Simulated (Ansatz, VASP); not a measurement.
## Pb: VASP beside Ansatz

The input INCAR:

```
ALGO = Normal
EDIFF = 1E-6
ENCUT = 520
ISIF = 2
ISMEAR = -1
LASPH = True
LCHARG = False
LREAL = False
LWAVE = False
NBANDS = 13
NELM = 80
PREC = Accurate
SIGMA = 0.05
```

The input KPOINTS:

```
k-points
0
Gamma
  9 9 9
```

The input POSCAR:

```
Pb
1.0
    0.0000000000      2.4415696833      2.4415696833
    2.4415696833      0.0000000000      2.4415696833
    2.4415696833      2.4415696833      0.0000000000
Pb
1
Direct
    0.0000000000      0.0000000000      0.0000000000
```

The input input.yaml:

```yaml
crystal:
  lattice:
    - [0.0, 2.4415696833, 2.4415696833]
    - [2.4415696833, 0.0, 2.4415696833]
    - [2.4415696833, 2.4415696833, 0.0]
  atoms:
    - { symbol: Pb, position: [0.0, 0.0, 0.0] }
hamiltonian:
  xc: lda
  pseudopotentials: { kind: paw }
kpoints:
  mp_grid: { grid: [9, 9, 9] }
scf:
  occupations: { method: fermi_dirac, width: 0.05 }
output:
  forces: true
  stress: true
  eigenvalues: true
```

Alike in both runs: task single point; functional LDA; k mesh 9 × 9 × 9; occupations fermi-dirac, width 0.05 eV; no spin polarisation.

|  | VASP | Ansatz |
| --- | --- | --- |
| version | VASP 6.6.1 | Ansatz 0.2.0 |
| potentials or method | VASP PAW LDA potentials, release 64 (Pb_d) | Ansatz PAW |
| plane-wave cutoff (eV) | 520 | 420 |
| valence electrons in the cell | 14 | 14 |

```tsv
	VASP	Ansatz	Ansatz less VASP
gap on the k mesh at the Fermi level (eV)	none	none	-
pressure (GPa)	-0.2	-0.2	-0.06
```

A gap of «none» marks a metal or a gap that the smearing closes.

Caveats: the PAW data sets come from PBE, with cores solved anew for the run's functional, which leaves a small shift of forces and pressure (Ansatz). The runs have no spin-orbit coupling, so splittings on Pb are missing.
